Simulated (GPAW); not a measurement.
# SnTe (Fm-3m) in GPAW: notebook

The runs below take SnTe through dielectric tensor, one-shot levels on a semilocal density, hybrid scf, equation of state, with PBE, r2SCAN, TPSSh, OLYP+D3(BJ), LDA.

Everything below comes from runs of GPAW 26.7.0. Logs are shortened: lines on timing, memory, paths and dates and some standing lists are left out, and cuts for length are marked. The log counts tension as positive stress, the text compression.

**Experimental background.**

From a printed reference work, textbook, for a bulk crystal of SnTe at 300 K: band gap 0.18 eV (direct).

How close the calculation comes is told below.

### 1 Starting point

The structure is cubic, space group Fm-3m (No. 225). Conventional cell: a = 6.302 Å, b = 6.302 Å, c = 6.302 Å, α = 90.00°, β = 90.00°, γ = 90.00°. Te (site symmetry m-3m) has 6 Sn at 3.15 Å as nearest neighbours. Sn (site symmetry m-3m) has 6 Te at 3.15 Å as nearest neighbours.

### 2 Dielectric tensor, PBE

Input file run.py:

```python
import numpy as np
from ase import Atoms
from ase.dft.bandgap import bandgap
from ase.io import write
from gpaw import GPAW, PW
from gpaw.response.df import DielectricFunction

atoms = Atoms(['Te', 'Sn'],
              cell=[[0.0, 3.15085, 3.15085],
                    [3.15085, 0.0, 3.15085],
                    [3.15085, 3.15085, 0.0]],
              scaled_positions=[[0.5, 0.5, 0.5],
                                [0.0, 0.0, 0.0]],
              pbc=True)

calc = GPAW(mode=PW(500),
            xc='PBE',
            kpts={'size': (6, 6, 6), 'gamma': True},
            occupations={'name': 'fermi-dirac', 'width': 0.001},
            nbands=19,
            convergence={'density': 1e-06},
            maxiter=150,
            txt='gpaw.txt')
atoms.calc = calc
energy = atoms.get_potential_energy()
calc.write('gs.gpw')
write('result.traj', atoms)
print(f'Energy: {energy:.6f} eV')
print('Fermi level:', round(calc.get_fermi_level(), 4), 'eV')
print(f'Gap: {bandgap(calc)[0]:.4f} eV, direct: {bandgap(calc, direct=True)[0]:.4f} eV')

for size in [(13, 13, 13), (18, 18, 18)]:
    name = 'x'.join(str(n) for n in size)
    dense = calc.fixed_density(kpts={'size': size, 'gamma': True},
                               nbands=32, convergence={'bands': 26},
                               update_fermi_level=True, txt=f'dense-{name}.txt')
    dense.write(f'{name}.gpw', mode='all')
    df = DielectricFunction(f'{name}.gpw', frequencies=np.array([0.0]), hilbert=False, eta=0.001,
                            ecut=80, nbands=26, intraband=False, txt=f'df-{name}.txt')
    for xc in ['RPA', 'ALDA_X', 'ALDA']:
        for direction in ['x', 'y', 'z', [0, 1, 1], [1, 0, 1], [1, 1, 0]]:
            e0, e = df.get_macroscopic_dielectric_constant(xc=xc, direction=direction)
            print(f'{name} {xc} {direction}: {e0:.4f} without, {e:.4f} with local fields')
```

Potentials or basis: GPAW PAW data sets (gpaw-data 1.2.1), pw.

Started as:

```sh
$ OMP_NUM_THREADS=1 python run.py
```

gpaw.txt:

```text
__  _  _
 | _ |_)|_||  |
 |__||  | ||/\| - 26.7.0

Input parameters:
  mode=PW(ecut=500.0),
  convergence={'density': 1e-06},
  kpts=MonkhorstPack(size=(6, 6, 6), gamma=True),
  maxiter=150,
  nbands=19,
  occupations=Occupations(name='fermi-dirac', width=0.001),
  xc=XC(name='PBE')

Diagonalizing LCAO Hamiltonian
Converting LCAO to pw mode

                 Te

       Sn

Atoms  # Å, Bohr magnetons
|   | symbol |        x |        y |        z |    initial magnetic moments |
|---|--------|----------|----------|----------|-----------------------------|
| 0 |     Te | 3.150850 | 3.150850 | 3.150850 | ( 0.0000,  0.0000,  0.0000) |
| 1 |     Sn | 0.000000 | 0.000000 | 0.000000 | ( 0.0000,  0.0000,  0.0000) |

Unit cell  # Å
| periodic |        x |        y |        z |  lengths |    angles |
|----------|----------|----------|----------|----------|-----------|
|      yes | 0.000000 | 3.150850 | 3.150850 | 4.455975 | 60.000000 |
|      yes | 3.150850 | 0.000000 | 3.150850 | 4.455975 | 60.000000 |
|      yes | 3.150850 | 3.150850 | 0.000000 | 4.455975 | 60.000000 |

Number of symmetries: 48
[... 51 lines left out ...]

BZ-sampling:
  Number of BZ points: 216
  Number of IBZ points: 16

  Monkhorst-Pack size: [6, 6, 6]
  Monkhorst-Pack shift: [0.08333333333333333, 0.08333333333333333, 0.08333333333333333]

K-points  # in reciprocal-cell coordinates
|     |                                coordinates |     weight |
|-----|--------------------------------------------|------------|
|   0 | (  0.00000000,   0.00000000,   0.00000000) | 0.00462963 |
|   1 | (  0.16666667,   0.16666667,   0.00000000) | 0.02777778 |
|   2 | (  0.16666667,   0.16666667,   0.16666667) | 0.03703704 |
|   3 | (  0.33333333,   0.16666667,   0.16666667) | 0.05555556 |
|   4 | (  0.33333333,   0.33333333,  -0.33333333) | 0.05555556 |
|   5 | (  0.33333333,   0.33333333,   0.00000000) | 0.02777778 |
|   6 | (  0.33333333,   0.33333333,   0.16666667) | 0.11111111 |
|   7 | (  0.33333333,   0.33333333,   0.33333333) | 0.03703704 |
|   8 | (  0.50000000,   0.33333333,  -0.33333333) | 0.11111111 |
|   9 | (  0.50000000,   0.33333333,  -0.16666667) | 0.05555556 |
| ... |                                            |            |
|  15 | (  0.50000000,   0.50000000,   0.50000000) | 0.01851852 |

Plane wave coefficients: 1639
Cutoff: 500.0 eV

Spin-components: 1 (collinear spins)
Bands:           19
Projectors:      11
Spin-degeneracy: 2
Datatype:        complex128

Density:
  Valence electrons: 20.0
  Components: 1
  Grid points: [24 24 24]
  Charge: 0.0  # |e|

Potential:
  Grid points: [24 24 24]

species:
  Te:
    name:    Tellurium
    Z:       52.0
    valence: 6
    core:    46
    charge:  0.0  # [|e|]
    compensation charges:
      type: gauss
      rc: 0.36  # [Å]
      lmax: 2
    cutoffs:
      filter: 2.09  # [Å]
      core: 3.17  # [Å]
    projectors
    | kind |    occ | energy [eV] | rcut [Å] |
    |------|--------|-------------|----------|
    |   5s |  2.000 |     -15.089 |    1.180 |
    |   5p |  4.000 |      -5.955 |    1.196 |
    |    s |        |      12.123 |    1.180 |
    |    p |        |      21.256 |    1.196 |
    |    d |        |       0.000 |    1.238 |

    Using partial waves for Te as LCAO basis

  Sn:
    name:    Tin
    Z:       50.0
    valence: 14
    core:    36
    charge:  0.0  # [|e|]
    compensation charges:
      type: gauss
      rc: 0.38  # [Å]
      lmax: 2
    cutoffs:
      filter: 2.23  # [Å]
      core: 2.35  # [Å]
    projectors
    | kind |    occ | energy [eV] | rcut [Å] |
    |------|--------|-------------|----------|
    |   5s |  2.000 |     -10.538 |    1.201 |
    |   5p |  2.000 |      -3.696 |    1.270 |
    |   4d | 10.000 |     -25.845 |    1.185 |
    |    s |        |      16.674 |    1.201 |
    |    p |        |      23.515 |    1.270 |
    |    d |        |       1.367 |    1.185 |

    Using partial waves for Sn as LCAO basis

Reference energy: -352801.376741  # eV

eigensolver:
  PPCG
  Converge bands: occupied
  niter=2

density mixing:
  MSR1-Mixer
  Pratt-step length: 0.05
  Maximum mixing coefficient: 0.75
  Old densities: 10
  SVD Regularization: 0.005
  Good broyden scale: 1.0
  Trust region scale: 1.0
  Backstep threshold: 4.0
  History deletion threshold: 6.0
  Fourier metric: weight=20.0, sigma=0.015

occupation numbers:
  Fermi-Dirac:
    width: 0.0010  # eV

poisson solver:
  ecut: 4000.0  # eV

xc functional:
  name: PBE with 2 nearest neighbor stencil

convergence criteria:
- Maximum integral of absolute [dens]ity change: 1e-06 electrons / valence electron
- Maximum [total energy] change in last 3 cyles: 0.0005 eV / valence electron
- Maximum integral of absolute [eigenst]ate change: 4e-08 eV^2 / valence electron
maximum number of iterations: 150

SCF iterations
|iter     | |      energy | eigst |  dens |
|---------|-|-------------|-------|-------|
|iter:   1| |   -7.835936 | -0.17 |       |
|iter:   2| |   -7.829803 | -2.32 | -1.48 |
|iter:   3| |   -7.799668 | -2.69 | -1.52 |
|iter:   4| |   -7.801006 | -3.98 | -2.11 |
|iter:   5| |   -7.801234c| -4.74 | -2.61 |
|iter:   6| |   -7.801242c| -6.20 | -3.33 |
|iter:   7| |   -7.801242c| -7.47c| -4.17 |
|iter:   8| |   -7.801242c| -7.65c| -4.75 |
|iter:   9| |   -7.801242c| -8.23c| -5.90 |
|iter:  10| |   -7.801242c| -8.82c| -6.38c|

Converged in 10 steps
Energy contributions relative to reference atoms: (reference = -352801.376741)

Energy contributions:
  Kinetic:          14.762253
  Coulomb:         -14.843339
  Zero:              0.159895
  External:          0.000000
  Xc:               -7.880051
  Entropy:          -0.000000
  Spinorbit:         0.000000
  ----------------------------
  Free energy:      -7.801242
  Extrapolated:     -7.801242

dipole moment: (-21.370330, -21.370330, -21.370330)  # |e|*Ang

Fermi level: 6.505
Eigenvalues  # (at kpt = [0.000, 0.000, 0.000])
| band index |      eig [eV] | occ [0-2] |
|------------|---------------|-----------|
|          0 |       -15.442 |     2.000 |
|        ... |               |           |
|          2 |       -15.434 |     2.000 |
|          3 |       -15.434 |     2.000 |
|          4 |       -15.434 |     2.000 |
|          5 |        -6.331 |     2.000 |
|          6 |         1.798 |     2.000 |
|          7 |         4.304 |     2.000 |
[... 9 lines left out ...]
|         17 |        13.374 |     0.000 |
|         18 |        13.374 |     0.000 |

Gap: 0.106 eV
Transition (v -> c):
  (s=0, k=15, n=9, [0.50, 0.50, 0.50]) -> (s=0, k=15, n=10, [0.50, 0.50, 0.50])
No difference between direct/indirect transitions
# Writing to gs.gpw (mode='')
```

Wall time 4.8 min (1 thread of Intel Xeon Platinum 8488C (Sapphire Rapids), shared host); peak memory 1.4 GiB.

What came out:

| Item | Value |
| --- | --- |
| Free energy | -7.8012 eV |
| Band gap on the k mesh | 0.11 eV, direct |
| Electronic dielectric tensor (diagonal) | 75.28 |

Electronic dielectric tensor:
```
75.28  0.00  0.00
 0.00 75.28  0.00
 0.00  0.00 75.28
```

Caveat: the dielectric constant isn't converged in the k mesh; the gap is small at this level, which inflates the dielectric constant; the long-wavelength limit can be off by a per cent or two; spin-orbit coupling is left out, which moves the levels of the heavy elements.

### 3 One-shot levels on a semilocal density, r2SCAN

Input file run.py:

```python
import numpy as np
from ase import Atoms
from ase.dft.bandgap import bandgap
from ase.io import write
from ase.units import Ha
from gpaw import GPAW, PW
from gpaw.hybrids.energy import non_self_consistent_energy
from gpaw.new.pw.nschse import non_self_consistent_matrix_elements

atoms = Atoms(['Te', 'Sn'],
              cell=[[0.0, 3.15085, 3.15085],
                    [3.15085, 0.0, 3.15085],
                    [3.15085, 3.15085, 0.0]],
              scaled_positions=[[0.5, 0.5, 0.5],
                                [0.0, 0.0, 0.0]],
              pbc=True)

calc = GPAW(mode=PW(500),
            xc='MGGA_X_R2SCAN+MGGA_C_R2SCAN',
            kpts={'size': (5, 5, 5), 'gamma': True},
            occupations={'name': 'fermi-dirac', 'width': 0.001},
            nbands=19,
            convergence={'density': 1e-06, 'bands': 17},
            maxiter=150,
            txt='gpaw.txt')
atoms.calc = calc
energy = atoms.get_potential_energy()
calc.write('gs.gpw')
write('result.traj', atoms)
print(f'Energy: {energy:.6f} eV')
print('Fermi level:', round(calc.get_fermi_level(), 4), 'eV')
print(f'Gap: {bandgap(calc)[0]:.4f} eV, direct: {bandgap(calc, direct=True)[0]:.4f} eV')

calc.write('wfs.gpw', mode='all')
eps = calc.eigenvalues()
free = calc.get_potential_energy(force_consistent=True)
semilocal_x = free + calc.get_xc_difference('MGGA_X_R2SCAN')  # without correlation
exact_x = non_self_consistent_energy(calc, 'EXX').sum()
h_x = non_self_consistent_matrix_elements(GPAW('wfs.gpw').dft, 'MGGA_X_R2SCAN')
h_exx = non_self_consistent_matrix_elements(GPAW('wfs.gpw').dft, 'EXX')
shift = np.einsum('sknn->skn', h_exx - h_x).real * Ha
np.savetxt('shift.dat', shift[..., :17].reshape((-1, 17)), fmt='%.4f')
occupied = eps < calc.get_fermi_level()
for name, a in {'r2SCAN0': 0.25, 'r2SCANh': 0.1, 'r2SCAN50': 0.5}.items():
    levels = (eps + a * shift)[..., :17]
    gap = levels[~occupied[..., :17]].min() - levels[occupied[..., :17]].max()
    print(f'{name}: share {a}, energy {free + a * (exact_x - semilocal_x):.6f} eV, gap {gap:.4f} eV')
```

Potentials or basis: GPAW PAW data sets (gpaw-data 1.2.1), pw.

Started as:

```sh
$ OMP_NUM_THREADS=1 python run.py
```

gpaw.txt:

```text
__  _  _
 | _ |_)|_||  |
 |__||  | ||/\| - 26.7.0

Input parameters:
  mode=PW(ecut=500.0),
  convergence={'density': 1e-06, 'bands': 17},
  kpts=MonkhorstPack(size=(5, 5, 5), gamma=True),
  maxiter=150,
  nbands=19,
  occupations=Occupations(name='fermi-dirac', width=0.001),
  xc=XC(name='MGGA_X_R2SCAN+MGGA_C_R2SCAN')

Diagonalizing LCAO Hamiltonian
Converting LCAO to pw mode

                 Te

       Sn

Atoms  # Å, Bohr magnetons
|   | symbol |        x |        y |        z |    initial magnetic moments |
|---|--------|----------|----------|----------|-----------------------------|
| 0 |     Te | 3.150850 | 3.150850 | 3.150850 | ( 0.0000,  0.0000,  0.0000) |
| 1 |     Sn | 0.000000 | 0.000000 | 0.000000 | ( 0.0000,  0.0000,  0.0000) |

Unit cell  # Å
| periodic |        x |        y |        z |  lengths |    angles |
|----------|----------|----------|----------|----------|-----------|
|      yes | 0.000000 | 3.150850 | 3.150850 | 4.455975 | 60.000000 |
|      yes | 3.150850 | 0.000000 | 3.150850 | 4.455975 | 60.000000 |
|      yes | 3.150850 | 3.150850 | 0.000000 | 4.455975 | 60.000000 |

Number of symmetries: 48
[... 51 lines left out ...]

BZ-sampling:
  Number of BZ points: 125
  Number of IBZ points: 10

  Monkhorst-Pack size: [5, 5, 5]
  Monkhorst-Pack shift: [0, 0, 0]

K-points  # in reciprocal-cell coordinates
|   |                                coordinates |     weight |
|---|--------------------------------------------|------------|
| 0 | (  0.00000000,   0.00000000,   0.00000000) | 0.00800000 |
| 1 | (  0.20000000,   0.20000000,   0.00000000) | 0.04800000 |
| 2 | (  0.20000000,   0.20000000,   0.20000000) | 0.06400000 |
| 3 | (  0.40000000,   0.20000000,  -0.20000000) | 0.19200000 |
| 4 | (  0.40000000,   0.20000000,   0.20000000) | 0.09600000 |
| 5 | (  0.40000000,   0.40000000,  -0.40000000) | 0.19200000 |
| 6 | (  0.40000000,   0.40000000,  -0.20000000) | 0.09600000 |
| 7 | (  0.40000000,   0.40000000,   0.00000000) | 0.04800000 |
| 8 | (  0.40000000,   0.40000000,   0.20000000) | 0.19200000 |
| 9 | (  0.40000000,   0.40000000,   0.40000000) | 0.06400000 |

Plane wave coefficients: 1639
Cutoff: 500.0 eV

Spin-components: 1 (collinear spins)
Bands:           19
Projectors:      11
Spin-degeneracy: 2
Datatype:        complex128

Density:
  Valence electrons: 20.0
  Components: 1
  Grid points: [24 24 24]
  Charge: 0.0  # |e|

Potential:
  Grid points: [24 24 24]

species:
  Te:
    name:    Tellurium
    Z:       52.0
    valence: 6
    core:    46
    charge:  0.0  # [|e|]
    compensation charges:
      type: gauss
      rc: 0.36  # [Å]
      lmax: 2
    cutoffs:
      filter: 2.09  # [Å]
      core: 3.17  # [Å]
    projectors
    | kind |    occ | energy [eV] | rcut [Å] |
    |------|--------|-------------|----------|
    |   5s |  2.000 |     -15.089 |    1.180 |
    |   5p |  4.000 |      -5.955 |    1.196 |
    |    s |        |      12.123 |    1.180 |
    |    p |        |      21.256 |    1.196 |
    |    d |        |       0.000 |    1.238 |

    Using partial waves for Te as LCAO basis

  Sn:
    name:    Tin
    Z:       50.0
    valence: 14
    core:    36
    charge:  0.0  # [|e|]
    compensation charges:
      type: gauss
      rc: 0.38  # [Å]
      lmax: 2
    cutoffs:
      filter: 2.23  # [Å]
      core: 2.35  # [Å]
    projectors
    | kind |    occ | energy [eV] | rcut [Å] |
    |------|--------|-------------|----------|
    |   5s |  2.000 |     -10.538 |    1.201 |
    |   5p |  2.000 |      -3.696 |    1.270 |
    |   4d | 10.000 |     -25.845 |    1.185 |
    |    s |        |      16.674 |    1.201 |
    |    p |        |      23.515 |    1.270 |
    |    d |        |       1.367 |    1.185 |

    Using partial waves for Sn as LCAO basis

Reference energy: -352801.376741  # eV

eigensolver:
  PPCG
  Converge bands: 17
  niter=2

density mixing:
  MSR1-Mixer
  Pratt-step length: 0.05
  Maximum mixing coefficient: 0.75
  Old densities: 10
  SVD Regularization: 0.005
  Good broyden scale: 1.0
  Trust region scale: 1.0
  Backstep threshold: 4.0
  History deletion threshold: 6.0
  Fourier metric: weight=20.0, sigma=0.015

occupation numbers:
  Fermi-Dirac:
    width: 0.0010  # eV

poisson solver:
  ecut: 4000.0  # eV

xc functional:
  name: MGGA_X_R2SCAN+MGGA_C_R2SCAN with 2 nearest neighbor stencil

convergence criteria:
- Maximum integral of absolute [dens]ity change: 1e-06 electrons / valence electron
- Maximum [total energy] change in last 3 cyles: 0.0005 eV / valence electron
- Maximum integral of absolute [eigenst]ate change: 4e-08 eV^2 / valence electron
maximum number of iterations: 150

SCF iterations
|iter     | |      energy | eigst |  dens |
|---------|-|-------------|-------|-------|
|iter:   1| |  -40.076903 | +2.48 |       |
|iter:   2| |  -37.592830 | +0.60 | -1.52 |
|iter:   3| |-14437.937603 | +4.09 | -1.45 |
|iter:   4| |  -22.629156 | +2.23 | +1.07 |
|iter:   5| |  -37.467796 | +0.95 | -0.71 |
|iter:   6| |  -37.601544 | -0.69 | -1.55 |
|iter:   7| |  -37.601794 | -2.08 | -2.01 |
|iter:   8| |  -37.601151c| -2.87 | -2.11 |
|iter:   9| |  -37.602792c| -3.62 | -2.54 |
|iter:  10| |  -37.602077c| -4.04 | -2.37 |
|iter:  11| |  -37.601775c| -4.42 | -2.59 |
|iter:  12| |  -37.601686c| -5.05 | -2.87 |
|iter:  13| |  -37.601630c| -4.99 | -3.08 |
|iter:  14| |  -37.601633c| -6.31 | -3.77 |
|iter:  15| |  -37.601634c| -6.84 | -4.18 |
|iter:  16| |  -37.601634c| -7.32 | -4.82 |
|iter:  17| |  -37.601634c| -8.28c| -5.56 |
|iter:  18| |  -37.601634c| -9.06c| -6.22c|

Converged in 18 steps
Energy contributions relative to reference atoms: (reference = -352801.376741)

Energy contributions:
  Kinetic:          12.465461
  Coulomb:         -12.057332
  Zero:             -0.192089
  External:          0.000000
  Xc:              -37.817674
  Entropy:          -0.000000
  Spinorbit:         0.000000
  ----------------------------
  Free energy:     -37.601634
  Extrapolated:    -37.601634

dipole moment: (-21.258543, -21.258543, -21.258543)  # |e|*Ang

Fermi level: 6.956
Eigenvalues  # (at kpt = [0.000, 0.000, 0.000])
| band index |      eig [eV] | occ [0-2] |
|------------|---------------|-----------|
|          0 |       -16.273 |     2.000 |
|        ... |               |           |
|          2 |       -16.257 |     2.000 |
|          3 |       -16.257 |     2.000 |
|          4 |       -16.257 |     2.000 |
|          5 |        -6.970 |     2.000 |
|          6 |         1.801 |     2.000 |
|          7 |         4.023 |     2.000 |
[... 9 lines left out ...]
|         17 |        13.627 |     0.000 |
|         18 |        13.745 |     0.000 |

Gap: 0.838 eV
Transition (v -> c):
  (s=0, k=9, n=9, [0.40, 0.40, 0.40]) -> (s=0, k=9, n=10, [0.40, 0.40, 0.40])
No difference between direct/indirect transitions
# Writing to gs.gpw (mode='')

# Writing to wfs.gpw (mode='all')
```

Wall time 3.9 min (1 thread of Intel Xeon Platinum 8488C (Sapphire Rapids), shared host); peak memory 0.75 GiB.

Results:

* Free energy: -37.6016 eV

Band gaps from one-shot exact exchange on these states (eV): r2scan0 1.49, r2scanh 1.10, r2scan50 2.08

Caveat: this odd mesh misses L, where the gap lies, so gap, dielectric constants and Born charges aren't listed; energy and the plain gap are those of the semilocal run; the hybrids' values are one shot on its orbitals and mesh. Spin-orbit coupling is left out, which matters for the levels of Te.

(Continued in part 2 of 2.)
